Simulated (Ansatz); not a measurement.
This is a relaxation of cell and atoms with Ansatz 0.2.0 on GaAs (h-MgO type); the level of theory is PBE. The starting cell was estimated from covalent radii.

The input:
```yaml
crystal:
  lattice:
    - [4.1128602457, 0.0, 0.0]
    - [-2.0564301229, 3.561841455, 0.0]
    - [0.0, 0.0, 5.1408021]
  atoms:
    - { symbol: Ga, position: [0.3333333333, 0.6666666667, 0.25] }
    - { symbol: Ga, position: [0.6666666667, 0.3333333333, 0.75] }
    - { symbol: As, position: [0.6666666667, 0.3333333333, 0.25] }
    - { symbol: As, position: [0.3333333333, 0.6666666667, 0.75] }
kpoints:
  mp_grid: { grid: [6, 6, 4] }
hamiltonian:
  xc: pbe
scf:
  occupations: { method: fermi_dirac, width: 0.02 }
relax:
  f_tol: 0.005
  cell: {}
```

Run as `ansatz run input.yaml --threads 2 --pin off --max-ram 2211MiB --backend cpu --events-out ev --progress --plain --runs-dir out`. It took 66 s on 2 threads of Intel(R) Xeon(R) Processor @ 2.50GHz (Skylake/Cascade Lake), on a shared host, load about 0.8 per core; peak host memory 0.43 GiB.

Abridged output:
```
Pseudopotential: Ga, paw, valence charge 13, recommended cutoff 420 eV (normal)
Pseudopotential: As, paw, valence charge 15, recommended cutoff 420 eV (normal)
Functional definition: PBE
Crystal: 4 atoms, lattice volume = 75.309 Å³
Basis set: ecut = 420 eV, 1445 PW (Γ)
Bands: 34, of which v1, the nominal top of the filled ones, is band 28 counted from 1 (27 counted from 0)
Symmetry: 24 space group operations
Space group: P63/mmc (ITA 194)
k-points: 21 of 144
relax step 1: F+E_penalty+E_count = -17277.51750730 eV  P = +19.715 GPa  Ω = 75.309 Å³
relax step 2: F+E_penalty+E_count = -17278.24854556 eV  P = +6.763 GPa  Ω = 84.555 Å³
relax step 3: F+E_penalty+E_count = -17278.39699828 eV  P = +1.746 GPa  Ω = 90.353 Å³
relax step 4: F+E_penalty+E_count = -17278.41182850 eV  P = +0.256 GPa  Ω = 92.604 Å³
relax step 5: F+E_penalty+E_count = -17278.41856577 eV  P = -0.181 GPa  Ω = 93.431 Å³
relax step 6: F+E_penalty+E_count = -17278.39468604 eV  P = -0.655 GPa  Ω = 95.007 Å³  (rejected)
relax step 7: F+E_penalty+E_count = -17278.38307072 eV  P = +3.045 GPa  Ω = 89.016 Å³  (rejected)
relax step 8: F+E_penalty+E_count = -17278.42170438 eV  P = -0.021 GPa  Ω = 93.404 Å³
relax step 9: F+E_penalty+E_count = -17278.42183833 eV  P = +0.006 GPa  Ω = 93.412 Å³
relax step 10: F+E_penalty+E_count = -17278.42156787 eV  P = -0.194 GPa  Ω = 93.752 Å³  (rejected)
relax step 11: F+E_penalty+E_count = -17278.42184501 eV  P = +0.006 GPa  Ω = 93.428 Å³
relax step 12: F+E_penalty+E_count = -17278.43451553 eV  P = +0.240 GPa  Ω = 93.428 Å³  (SCF on a basis re-selected at this cell)
relax step 13: F+E_penalty+E_count = -17278.43514061 eV  P = +0.023 GPa  Ω = 93.918 Å³
relax step 14: F+E_penalty+E_count = -17278.43517388 eV  P = -0.010 GPa  Ω = 93.939 Å³
relax step 15: F+E_penalty+E_count = -17278.43529184 eV  P = -0.012 GPa  Ω = 93.939 Å³  (SCF on a basis re-selected at this cell)
Free energy (F): -17278.435292 eV
Internal energy: -17278.433958 eV  (E = F + TS)
E sigma→0 (E₀):  -17278.434625 eV
Entropy (-TS):   -0.001334 eV (-0.334 meV/atom)
Fermi energy:    7.747538 eV
--- Per-component energies (eV) ---
  E_band       = -648.820244
  E_kinetic    = 434.939134
  E_local      = -7896.223442
  E_nonlocal   = -492.632695
  E_hartree    = 3967.192324
  E_xc         = -295.318220
  E_vxc        = -272.602166
  E_paw        = -7646.956944
  E_vpaw       = -356.686105
  E_ewald      = -5349.433940
  E_smearing   = -0.001334
--- Stress (GPa, compression-positive) ---
       -0.022706       0.000000       0.000000
        0.000000      -0.022706       0.000000
        0.000000       0.000000       0.010461
  P = ⅓ Tr σ = -0.0117 GPa (-0.117 kbar)
--- Relaxed structure (13 steps of the walk, 10 accepted, 2 SCFs on fresh bases) ---
  F+E_penalty+E_count = -17278.43529184 eV
  cell:  # Å, volume = 93.9385 Å³
    - [4.325913, 0.000000, 0.000000]
    - [-2.162957, 3.746351, 0.000000]
    - [0.000000, 0.000000, 5.796387]
  atoms:
    - { symbol: Ga, position: [0.333333, 0.666667, 0.250000] }
    - { symbol: Ga, position: [0.666667, 0.333333, 0.750000] }
    - { symbol: As, position: [0.666667, 0.333333, 0.250000] }
    - { symbol: As, position: [0.333333, 0.666667, 0.750000] }
```

The walk took 13 steps and changed the volume by +24.7 %. The last SCF, on a fresh basis, lies 229 meV an atom below the first. At the end: the symmetry is P6_3/mmc (No. 194, hexagonal); a = 4.326 Å, c = 5.796 Å in the conventional setting, 23.48 Å³ an atom. Ga has 5 As at 2.50–2.90 Å; As has 5 Ga at 2.50–2.90 Å.

No spin polarisation. The prototype was imposed, so other structures may be more stable.

Where bands overlap the cell is a metal at that level, and these k meshes limit energies, forces and stress. Overlaps of a few tenths of an eV in semilocal functionals can be an artefact that a hybrid or GW lifts.
